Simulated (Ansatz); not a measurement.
Si2Mo:

```xyz
3
Lattice="-1.6000 1.6000 3.9305 1.6000 -1.6000 3.9305 1.6000 1.6000 -3.9305" Properties=species:S:1:pos:R:3 pbc="T T T"
Mo    0.0000    0.0000    0.0000
Si    0.0000    0.0000    5.2433
Si    0.0000    0.0000    2.6177
```

Base run:

```yaml
Program: Ansatz 0.2.0
Functional: PBE
Potentials_or_basis: all-electron LAPW, scalar-relativistic
Cutoff: 205 eV (chosen from the basis error)
Basis_error_allowed: 0.002 eV/atom
k_mesh: 12 × 12 × 12
Occupations: fermi-dirac, width 0.05 eV
Spin: no spin polarisation
```

Its results: pressure 2.3 GPa; largest force 0.279 eV/Å.

**Question.** The run is repeated on the same cell with these changes: functional from PBE to PBEsol. What comes out?

**Answer.** Pressure -2.7 GPa; largest force 0.326 eV/Å.

PBEsol binds more tightly than PBE, so the same cell stands under less pressure.
